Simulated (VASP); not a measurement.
# SnTe (F-43m) in VASP: further runs

Runs on SnTe. Level: PBE. Tasks: G0W0 quasiparticle levels.

Program: VASP 6.6.1. These are calculated values, not measurements. Logs are shortened: lines on timing, memory, paths and dates and some standing lists are left out, and cuts for length are marked.

## (1) Starting point

It takes space group F-43m (No. 216, cubic). The conventional cell has a = 7.222 Å, b = 7.222 Å, c = 7.222 Å, α = 90.00°, β = 90.00°, γ = 90.00°. Te (site symmetry -43m) has 4 Sn at 3.13 Å as nearest neighbours. Sn (site symmetry -43m) is surrounded by 4 Te at 3.13 Å.

Measurements of this composition are mostly on another form, of space group No. 225.

## (2) G0W0 quasiparticle levels, PBE

File POSCAR:

```
SnTe
1.0
    0.0000000000      3.6111460000      3.6111460000
    3.6111460000      0.0000000000      3.6111460000
    3.6111460000      3.6111460000      0.0000000000
Te Sn
1 1
Direct
    0.2500000000      0.2500000000      0.2500000000
    0.0000000000      0.0000000000      0.0000000000
```

File INCAR.step1:

```
PREC = Accurate
ENCUT = 450
EDIFF = 1E-8
ISMEAR = 0
SIGMA = 0.01
LREAL = F
LASPH = T
NELM = 80
ALGO = Normal
LWAVE = T
LCHARG = F
GGA = PE
```

File INCAR.step2:

```
PREC = Accurate
ENCUT = 450
EDIFF = 1E-8
ISMEAR = 0
SIGMA = 0.01
LREAL = F
LASPH = T
NELM = 1
ALGO = Exact
LWAVE = T
LCHARG = F
GGA = PE
NBANDS = 575
LOPTICS = T
ISTART = 1
```

File INCAR.step3:

```
PREC = Accurate
ENCUT = 450
EDIFF = 1E-8
ISMEAR = 0
SIGMA = 0.01
LREAL = F
LASPH = T
ALGO = EVGW0
LWAVE = F
LCHARG = F
GGA = PE
NELMGW = 1
NBANDS = 575
ENCUTGW = 260
NOMEGA = 48
PRECFOCK = Fast
ISTART = 1
NBANDSGW = 18
```

File KPOINTS:

```
Automatic mesh
0
Gamma
  3 3 3
```

Potentials or basis: VASP PAW PBE potentials, release 64 (Te_GW, Sn_d_GW).

Launch:

```bash
> cat potpaw_PBE.64/Te_GW/POTCAR potpaw_PBE.64/Sn_d_GW/POTCAR > POTCAR
> cp INCAR.step1 INCAR
> mpirun -np 1 vasp_std > vasp.out
> cp INCAR.step2 INCAR
> mpirun -np 1 vasp_std > vasp.out
> cp INCAR.step3 INCAR
> mpirun -np 1 vasp_std > vasp.out
```

OUTCAR:

```text
PREC = Accurate
   ENCUT = 450
   EDIFF = 1E-8
   ISMEAR = 0
   LREAL = F
   LASPH = T
   GGA = PE
   NELMGW = 1
   ENCUTGW = 260
   PRECFOCK = Fast
   ISTART = 1

 Found      4 irreducible k-points:

 Following reciprocal coordinates:
            Coordinates               Weight
  0.000000  0.000000  0.000000      1.000000
  0.333333  0.000000  0.000000      8.000000
  0.333333  0.333333  0.000000      6.000000
 -0.333333  0.333333  0.000000     12.000000
   k-points           NKPTS =      4   k-points in BZ     NKDIM =     27   number of bands    NBANDS=    575
   number of dos      NEDOS =    301   number of ions     NIONS =      2
   total plane-waves  NPLWV =  46656
   dimension x,y,z NGX =    36 NGY =   36 NGZ =   36
   dimension x,y,z NGXF=    72 NGYF=   72 NGZF=   72
   ions per type =               1   1
   NGX,Y,Z   is equivalent  to a cutoff of  11.72, 11.72, 11.72 a.u.
   NGXF,Y,Z  is equivalent  to a cutoff of  23.44, 23.44, 23.44 a.u.
 SYSTEM =  unknown system
   PREC   = accura    normal or accurate (medium, high low for compatibility)
   ISTART =      1    job   : 0-new  1-cont  2-samecut
   ICHARG =      0    charge: 1-file 2-atom 10-const
   ISPIN  =      1    spin polarized calculation?
   LNONCOLLINEAR =      F non collinear calculations
   LSORBIT =      F    spin-orbit coupling
   LASPH  =      T    aspherical Exc in radial PAW
   ENCUT  =  450.0 eV  33.07 Ry    5.75 a.u.   8.83  8.83  8.83*2*pi/ulx,y,z
   NELM   =     60;   NELMIN=  2; NELMDL=  0     # of ELM steps
   EDIFF  = 0.1E-07   stopping-criterion for ELM
   LREAL  =      F    real-space projection
   EDIFFG = 0.1E-06   stopping-criterion for IOM
   NSW    =      0    number of steps for IOM
   IBRION =     -1    ionic relax: 0-MD 1-quasi-New 2-CG
   NFREE  =      0    steps in history (QN), initial steepest desc. (CG)
   ISIF   =      0    stress and relaxation
   ISYM   =      3    0-nonsym 1-usesym 2-fastsym
   POTIM  = 0.5000    time-step for ionic-motion
   TEBEG  =    0.0;   TEEND  =   0.0 temperature during run
   PSTRESS=    0.0 pullay stress
   NELECT =      20.0000    total number of electrons
   NUPDOWN=      -1.0000    fix difference up-down
   EMIN   =  10.00;   EMAX   =-10.00  energy-range for DOS
   EFERMI =   0.00;   METHOD = LEGACY
   ISMEAR =     0;   SIGMA  =   0.01  broadening in eV -4-tet -1-fermi 0-gaus
   EFERMI_NEDOS =   21; number of points for ismear=-14 and -15
   IALGO  =     38    algorithm
   IMIX   =      4    mixing-type and parameters
     AMIX     =   0.40;   BMIX     =  1.00
     AMIX_MAG =   1.60;   BMIX_MAG =  1.00
  volume/ion in A,a.u.               =      47.09       317.78
  Fermi-wavevector in a.u.,A,eV,Ry     =   0.976704  1.845704 12.979296  0.953951
  Thomas-Fermi vector in A             =   2.107344
   LORBIT       =      0    0 simple, 1 ext, 2 COOP (PROOUT), +10 PAW based schemes
   GGA     = PE    functional components
   LHFCALC =     T    Hartree Fock is set to
   PRECFOCK=fast      Normal, Fast or Accurate (Low or Medium for compatibility)
   ENCUT4O =  -1.0   cutoff for four orbital integrals eV
   NKREDX  =     1    reduce k-point grid by
   NKREDY  =     1    reduce k-point grid by
   NKREDZ  =     1    reduce k-point grid by
   AEXX    =    1.0000 exact exchange contribution
   HFSCREEN=    0.0000 screening length (either q_TF or 0.3 A-1)
   HFSCREENC=   0.0000 screening length for correlation (either q_TF or 0.3 A-1)
   ENCUTFOCK=  -1.0 apply spherical cutoff to Coloumb kernel
   IVDW    =     0    specifies the selected vdW correction
   LEPSILON=     F    determine dielectric tensor
   LRPA    =     F    only Hartree local field effects (RPA)
   LRPAFORCE           =     F    calculate RPA forces
   ENCUTGW             = 260.0    cutoff for response function in eV
   ENCUTGWSOFT         = 208.0    soft cutoff for Coulomb kernel in GW response function in eV
   ENCUTLF             =  -1.0    cutoff for local field effects
   NELMGW              =     1    number of iterations in solving QP/BSE equation
   NELMHF              =     1    number of iterations in the inner HF iteration
   NKREDLFX            =     1    NKREDLFY  =   1   NKREDLFZ  =   1
 non-spin polarized calculation
 Gauss-broadening in eV      SIGMA  =   0.01
  energy-cutoff  :      450.00
  volume of cell :       94.18
 maximum number of plane-waves:      2085
  NGX = 20; NGY = 20; NGZ = 20
   NGX = 17   NGY = 17   NGZ = 17
 maximum number of plane-waves:       906

 QP shifts <psi_nk| G(iteration)W_0 |psi_nk>: iteration 1
 for sc-GW calculations column KS-energies equals QP-energies in previous step
 and V_xc(KS)=  KS-energies - (<T + V_ion + V_H > + <T+V_H+V_ion>^1  + <V_x>^1)

 k-point   1 :       0.0000    0.0000    0.0000
  band No.  KS-energies  QP-energies   sigma(KS)   V_xc(KS)     V^pw_x(r,r')   Z            occupation Imag(sigma)

      1     -19.3499     -21.7818     -21.4123     -17.5161     -27.0665       0.6242       2.0000       0.1182
      2     -19.3499     -21.7818     -21.4123     -17.5161     -27.0665       0.6242       2.0000       0.1182
      3     -19.3499     -21.7818     -21.4123     -17.5161     -27.0665       0.6242       2.0000       0.1182
      4     -19.3411     -21.7548     -21.4043     -17.5189     -27.0515       0.6212       2.0000       0.1045
      5     -19.3411     -21.7548     -21.4043     -17.5189     -27.0515       0.6212       2.0000       0.1045
      6      -9.0960      -9.4272     -11.3566     -10.7965     -16.9978       0.5914       2.0000       0.8584
[... 10 lines left out ...]
     17      10.0916       9.8698      -6.3452      -6.0475      -1.7757       0.7450       0.0000      -0.4810
     18      10.0916       9.8698      -6.3452      -6.0475      -1.7757       0.7450       0.0000      -0.4810

 k-point   2 :       0.3333    0.0000    0.0000
  band No.  KS-energies  QP-energies   sigma(KS)   V_xc(KS)     V^pw_x(r,r')   Z            occupation Imag(sigma)

      1     -19.3495     -21.7864     -21.4085     -17.5166     -27.0647       0.6261       2.0000       0.1186
      2     -19.3495     -21.7864     -21.4085     -17.5166     -27.0647       0.6261       2.0000       0.1186
      3     -19.3495     -21.7864     -21.4085     -17.5166     -27.0647       0.6261       2.0000       0.1186
      4     -19.3410     -21.7854     -21.4051     -17.5192     -27.0521       0.6291       2.0000       0.1049
      5     -19.3410     -21.7854     -21.4051     -17.5192     -27.0521       0.6291       2.0000       0.1049
      6      -8.7201      -9.1146     -11.6322     -10.9881     -16.9692       0.6125       2.0000       0.8127
[... 10 lines left out ...]
     17       9.8240       9.5827      -7.0384      -6.7089      -2.3381       0.7324       0.0000      -0.4884
     18      12.2588      12.2463      -7.9718      -7.9552      -2.8886       0.7532       0.0000      -0.6908

 k-point   3 :       0.3333    0.3333    0.0000
  band No.  KS-energies  QP-energies   sigma(KS)   V_xc(KS)     V^pw_x(r,r')   Z            occupation Imag(sigma)

      1     -19.3524     -21.7723     -21.3982     -17.5113     -27.0601       0.6226       2.0000       0.1253
      2     -19.3478     -21.7983     -21.4123     -17.5199     -27.0666       0.6296       2.0000       0.1154
      3     -19.3478     -21.7983     -21.4123     -17.5199     -27.0666       0.6296       2.0000       0.1154
      4     -19.3411     -21.7639     -21.4042     -17.5189     -27.0510       0.6236       2.0000       0.1049
      5     -19.3411     -21.7639     -21.4042     -17.5189     -27.0510       0.6236       2.0000       0.1049
      6      -8.5788      -8.9940     -11.7306     -11.0613     -16.9610       0.6205       2.0000       0.8034
[... 10 lines left out ...]
     17      11.9205      11.8752      -8.4068      -8.3469      -3.1898       0.7561       0.0000      -0.7483
     18      11.9205      11.8752      -8.4068      -8.3469      -3.1898       0.7561       0.0000      -0.7483

 k-point   4 :      -0.3333    0.3333    0.0000
  band No.  KS-energies  QP-energies   sigma(KS)   V_xc(KS)     V^pw_x(r,r')   Z            occupation Imag(sigma)

      1     -19.3519     -21.7737     -21.3980     -17.5122     -27.0608       0.6233       2.0000       0.1261
      2     -19.3479     -21.7928     -21.4106     -17.5196     -27.0653       0.6283       2.0000       0.1152
      3     -19.3479     -21.7928     -21.4106     -17.5196     -27.0653       0.6283       2.0000       0.1152
      4     -19.3410     -21.7754     -21.4047     -17.5190     -27.0515       0.6265       2.0000       0.1050
      5     -19.3410     -21.7754     -21.4047     -17.5190     -27.0515       0.6265       2.0000       0.1050
      6      -8.4046      -8.8364     -11.8718     -11.1817     -16.9729       0.6256       2.0000       0.7804
[... 10 lines left out ...]
     17      11.4378      11.2431      -6.6342      -6.3770      -1.8589       0.7573       0.0000      -0.5810
     18      12.2298      12.1104      -7.2695      -7.1093      -2.2895       0.7454       0.0000      -0.6188
```

It took 17 min on 1 thread of Intel Xeon Platinum 8259CL at 2.50GHz (Skylake/Cascade Lake), shared host; peak memory 1.9 GiB.

The run converged, but some of its settings lie outside the range that counts as converged, so its numbers aren't taken as properties of the crystal.

What came out:

* Band gap on the k mesh, mean-field level: 0.82 eV, indirect (least direct gap 0.98 eV)
* Quasiparticle gap: 1.29 eV
* Least direct quasiparticle gap: 1.50 eV

Caveat: the k mesh is coarse (spacing up to 0.50 Å⁻¹), so the values aren't converged; bands, screening cutoff and mesh are small and nothing is extrapolated, so the quasiparticle values aren't converged; spin-orbit coupling is left out, which moves the levels of the heavy elements; an odd mesh through Γ misses points on the zone boundary, where band edges often lie.

## (3) G0W0 quasiparticle levels, PBE

POSCAR is that of step 2.

INCAR.step1 is that of step 2.

INCAR.step2, as its differences from that of step 2:

```diff
@@ -12,3 +12,3 @@
 GGA = PE
-NBANDS = 575
+NBANDS = 66
 LOPTICS = T
```

INCAR.step3, as its differences from that of step 2:

```diff
@@ -12,4 +12,4 @@
 NELMGW = 1
-NBANDS = 575
-ENCUTGW = 260
+NBANDS = 66
+ENCUTGW = 100
 NOMEGA = 48
```

File KPOINTS:

```
Automatic mesh
0
Gamma
  1 1 1
```

Potentials or basis: VASP PAW PBE potentials, release 64 (Te_GW, Sn_d_GW).

Launch:

```bash
> cat potpaw_PBE.64/Te_GW/POTCAR potpaw_PBE.64/Sn_d_GW/POTCAR > POTCAR
> cp INCAR.step1 INCAR
> mpirun -np 1 vasp_std > vasp.out
> cp INCAR.step2 INCAR
> mpirun -np 1 vasp_std > vasp.out
> cp INCAR.step3 INCAR
> mpirun -np 1 vasp_std > vasp.out
```

OUTCAR:

```text
PREC = Accurate
   ENCUT = 450
   EDIFF = 1E-8
   ISMEAR = 0
   LREAL = F
   LASPH = T
   GGA = PE
   NELMGW = 1
   ENCUTGW = 100
   PRECFOCK = Fast
   ISTART = 1

 Found      1 irreducible k-points:

 Following reciprocal coordinates:
            Coordinates               Weight
  0.000000  0.000000  0.000000      1.000000
   k-points           NKPTS =      1   k-points in BZ     NKDIM =      1   number of bands    NBANDS=     66
   number of dos      NEDOS =    301   number of ions     NIONS =      2
   total plane-waves  NPLWV =  46656
   dimension x,y,z NGX =    36 NGY =   36 NGZ =   36
   dimension x,y,z NGXF=    72 NGYF=   72 NGZF=   72
   ions per type =               1   1
   NGX,Y,Z   is equivalent  to a cutoff of  11.72, 11.72, 11.72 a.u.
   NGXF,Y,Z  is equivalent  to a cutoff of  23.44, 23.44, 23.44 a.u.
 SYSTEM =  unknown system
   PREC   = accura    normal or accurate (medium, high low for compatibility)
   ISTART =      1    job   : 0-new  1-cont  2-samecut
   ICHARG =      0    charge: 1-file 2-atom 10-const
   ISPIN  =      1    spin polarized calculation?
   LNONCOLLINEAR =      F non collinear calculations
   LSORBIT =      F    spin-orbit coupling
   LASPH  =      T    aspherical Exc in radial PAW
   ENCUT  =  450.0 eV  33.07 Ry    5.75 a.u.   8.83  8.83  8.83*2*pi/ulx,y,z
   NELM   =     60;   NELMIN=  2; NELMDL=  0     # of ELM steps
   EDIFF  = 0.1E-07   stopping-criterion for ELM
   LREAL  =      F    real-space projection
   EDIFFG = 0.1E-06   stopping-criterion for IOM
   NSW    =      0    number of steps for IOM
   IBRION =     -1    ionic relax: 0-MD 1-quasi-New 2-CG
   NFREE  =      0    steps in history (QN), initial steepest desc. (CG)
   ISIF   =      0    stress and relaxation
   ISYM   =      3    0-nonsym 1-usesym 2-fastsym
   POTIM  = 0.5000    time-step for ionic-motion
   TEBEG  =    0.0;   TEEND  =   0.0 temperature during run
   PSTRESS=    0.0 pullay stress
   NELECT =      20.0000    total number of electrons
   NUPDOWN=      -1.0000    fix difference up-down
   EMIN   =  10.00;   EMAX   =-10.00  energy-range for DOS
   EFERMI =   0.00;   METHOD = LEGACY
   ISMEAR =     0;   SIGMA  =   0.01  broadening in eV -4-tet -1-fermi 0-gaus
   EFERMI_NEDOS =   21; number of points for ismear=-14 and -15
   IALGO  =     38    algorithm
   IMIX   =      4    mixing-type and parameters
     AMIX     =   0.40;   BMIX     =  1.00
     AMIX_MAG =   1.60;   BMIX_MAG =  1.00
  volume/ion in A,a.u.               =      47.09       317.78
  Fermi-wavevector in a.u.,A,eV,Ry     =   0.976704  1.845704 12.979296  0.953951
  Thomas-Fermi vector in A             =   2.107344
   LORBIT       =      0    0 simple, 1 ext, 2 COOP (PROOUT), +10 PAW based schemes
   GGA     = PE    functional components
   LHFCALC =     T    Hartree Fock is set to
   PRECFOCK=fast      Normal, Fast or Accurate (Low or Medium for compatibility)
   ENCUT4O =  -1.0   cutoff for four orbital integrals eV
   NKREDX  =     1    reduce k-point grid by
   NKREDY  =     1    reduce k-point grid by
   NKREDZ  =     1    reduce k-point grid by
   AEXX    =    1.0000 exact exchange contribution
   HFSCREEN=    0.0000 screening length (either q_TF or 0.3 A-1)
   HFSCREENC=   0.0000 screening length for correlation (either q_TF or 0.3 A-1)
   ENCUTFOCK=  -1.0 apply spherical cutoff to Coloumb kernel
   IVDW    =     0    specifies the selected vdW correction
   LEPSILON=     F    determine dielectric tensor
   LRPA    =     F    only Hartree local field effects (RPA)
   LRPAFORCE           =     F    calculate RPA forces
   ENCUTGW             = 100.0    cutoff for response function in eV
   ENCUTGWSOFT         =  80.0    soft cutoff for Coulomb kernel in GW response function in eV
   ENCUTLF             =  -1.0    cutoff for local field effects
   NELMGW              =     1    number of iterations in solving QP/BSE equation
   NELMHF              =     1    number of iterations in the inner HF iteration
   NKREDLFX            =     1    NKREDLFY  =   1   NKREDLFZ  =   1
 non-spin polarized calculation
 Gauss-broadening in eV      SIGMA  =   0.01
  energy-cutoff  :      450.00
  volume of cell :       94.18
 maximum number of plane-waves:      2085
 NGX is ok and might be reduce to    36
  NGX = 18; NGY = 18; NGZ = 18
   NGX = 17   NGY = 17   NGZ = 17
 maximum number of plane-waves:       181
 NGX is ok and might be reduce to    18

 QP shifts <psi_nk| G(iteration)W_0 |psi_nk>: iteration 1
 for sc-GW calculations column KS-energies equals QP-energies in previous step
 and V_xc(KS)=  KS-energies - (<T + V_ion + V_H > + <T+V_H+V_ion>^1  + <V_x>^1)

 k-point   1 :       0.0000    0.0000    0.0000
  band No.  KS-energies  QP-energies   sigma(KS)   V_xc(KS)     V^pw_x(r,r')   Z            occupation Imag(sigma)

      1     -18.9181     -20.6679     -20.0324     -17.5077     -27.2142       0.6931       2.0000       0.6900
      2     -18.9181     -20.6679     -20.0324     -17.5077     -27.2142       0.6931       2.0000       0.6900
      3     -18.9036     -20.6699     -20.1007     -17.5182     -27.3025       0.6840       2.0000       0.7253
      4     -18.9036     -20.6699     -20.1007     -17.5182     -27.3025       0.6840       2.0000       0.7253
      5     -18.9036     -20.6699     -20.1007     -17.5182     -27.3025       0.6840       2.0000       0.7253
      6      -7.9702      -8.8728     -11.8942     -10.6792     -16.8900       0.7429       2.0000       1.3594
[... 10 lines left out ...]
     17      10.3651       9.6450      -6.3452      -5.3614      -1.1879       0.7320       0.0000      -0.4850
     18      10.3651       9.6450      -6.3452      -5.3614      -1.1879       0.7320       0.0000      -0.4850
```

Run time: 36 s. Hardware: 1 thread of Intel Xeon Platinum 8259CL at 2.50GHz (Skylake/Cascade Lake), shared host; peak memory 0.5 GiB.

These settings aren't checked as converged: the numbers below hold their error.

Results:

| Property | Result |
| --- | --- |
| Band gap on the k mesh, mean-field level | 2.43 eV, direct |
| Quasiparticle gap | 2.73 eV |
| Least direct quasiparticle gap | 2.73 eV |

Caveat: the k mesh is coarse (spacing up to 1.51 Å⁻¹), so the values aren't converged; bands, screening cutoff and mesh are small and nothing is extrapolated, so the quasiparticle values aren't converged; spin-orbit coupling is left out, which moves the levels of the heavy elements; an odd mesh through Γ misses points on the zone boundary, where band edges often lie.

(Part 1 of 2 ends here.)
